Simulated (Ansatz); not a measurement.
**ZnS (F-43m), random displacements**

These are results of DFT r2SCAN, scalar-relativistic, plane waves, PAW in Ansatz 0.2.0, not measurements. Cutoff 500 eV, Γ-centred 4×4×4 k-points, Gaussian smearing of 0.05 eV. No spin polarisation. Energies are free energies at this smearing, counted from the undisturbed cell; pressure is positive in compression.

Zero of the scan (as given, not relaxed at this level):

```yaml
crystal:
  lattice:
    - [5.40930, 0.00000, 0.00000]
    - [0.00000, -5.40930, 0.00000]
    - [0.00000, 0.00000, -5.40930]
  atoms:
    - { symbol: Zn, position: [0.00000, 0.50000, 0.50000] }
    - { symbol: Zn, position: [0.50000, 0.00000, 0.50000] }
    - { symbol: Zn, position: [0.50000, 0.50000, 0.00000] }
    - { symbol: Zn, position: [0.00000, 0.00000, 0.00000] }
    - { symbol: S, position: [0.75000, 0.75000, 0.75000] }
    - { symbol: S, position: [0.25000, 0.25000, 0.75000] }
    - { symbol: S, position: [0.25000, 0.75000, 0.25000] }
    - { symbol: S, position: [0.75000, 0.25000, 0.25000] }
```

The atoms are displaced (Å, in the unstrained cell):

```csv
atom,ux,uy,uz
Zn1,0.133,0.034,0.557
Zn2,-0.478,0.046,-0.168
Zn3,-0.133,-0.510,-0.099
Zn4,0.193,-0.030,0.027
S5,-0.047,0.500,0.109
S6,0.468,0.303,-0.080
S7,-0.044,-0.133,-0.409
S8,-0.092,-0.209,0.062
```

Strain (Voigt, engineering shear): (0.0435, 0.0878, 0.1063, 0.0231, 0.0516, 0.0651).

Task: What are the energy change, the stress and the forces?

Result: ΔE = 821.1 meV/atom; stress (xx, yy, zz, yz, xz, xy; compression positive) (-4.90, 1.85, -0.81, 4.99, -2.90, -4.74) GPa; gap on the mesh 0.81 eV.
| atom | Fx (eV/Å) | Fy | Fz |
| --- | --- | --- | --- |
| Zn1 | -2.01 | 1.73 | -1.32 |
| Zn2 | 3.85 | 0.40 | 0.37 |
| Zn3 | 1.39 | 0.65 | 0.18 |
| Zn4 | -0.48 | 0.05 | 0.66 |
| S5 | -0.06 | -1.73 | -1.09 |
| S6 | -2.49 | -3.21 | -4.26 |
| S7 | -0.29 | 1.20 | 5.12 |
| S8 | 0.09 | 0.93 | 0.34 |

Cost: 1 run of about 2 core-minutes, on Arm Neoverse V1 (shared hosts).